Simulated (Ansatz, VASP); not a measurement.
# GaP in VASP and in Ansatz

INCAR

```
SYSTEM = GaP
PREC = Accurate
ENCUT = 520
EDIFF = 1E-7
ISMEAR = 0
SIGMA = 0.1
LREAL = .FALSE.
LASPH = .TRUE.
NELM = 100
ALGO = Normal
ISIF = 2
LWAVE = .FALSE.
LCHARG = .FALSE.
GGA = CA
NBANDS = 16
```

The input KPOINTS:

```
regular mesh
0
G
  6 6 6
  0 0 0
```

Contents of POSCAR:

```
GaP
1.0
    0.0000000000      2.7258124900      2.7258124900
    2.7258124900      0.0000000000      2.7258124900
    2.7258124900      2.7258124900      0.0000000000
Ga P
1 1
Direct
    0.0000000000      0.0000000000      0.0000000000
    0.2500000000      0.2500000000      0.2500000000
```

Input for Ansatz:

```yaml
crystal:
  lattice:
    - [0.0, 2.72581249, 2.72581249]
    - [2.72581249, 0.0, 2.72581249]
    - [2.72581249, 2.72581249, 0.0]
  atoms:
    - { symbol: Ga, position: [0.0, 0.0, 0.0] }
    - { symbol: P, position: [0.25, 0.25, 0.25] }
basis:
  ecutwfc: 420
kpoints:
  mp_grid: { grid: [6, 6, 6] }
hamiltonian:
  xc: lda
scf:
  occupations: { method: gaussian, width: 0.1 }
output:
  forces: true
  stress: true
  eigenvalues: true
```

The cell was built by a generator and isn't the measured one.

Alike in both runs: task single point; functional LDA; k mesh 6 × 6 × 6; occupations gaussian, width 0.1 eV; no spin polarisation.

|  | VASP | Ansatz |
| --- | --- | --- |
| version | VASP 6.6.1 | Ansatz 0.2.0 |
| potentials or method | VASP PAW LDA potentials, release 64 (Ga_d, P) | scalar-relativistic, plane waves, PAW |
| plane-wave cutoff (eV) | 520 | 420 |
| valence electrons in the cell | 18 | 18 |

Ansatz gave:

* gap on the k mesh at the Fermi level (eV): 1.49
* least direct gap on the mesh (eV): 1.60
* pressure (GPa): -2.8

Q: Which values does VASP return?

A: gap on the k mesh at the Fermi level (eV): 1.49; least direct gap on the mesh (eV): 1.63; pressure (GPa): -2.7.

A k mesh can miss the band edges.
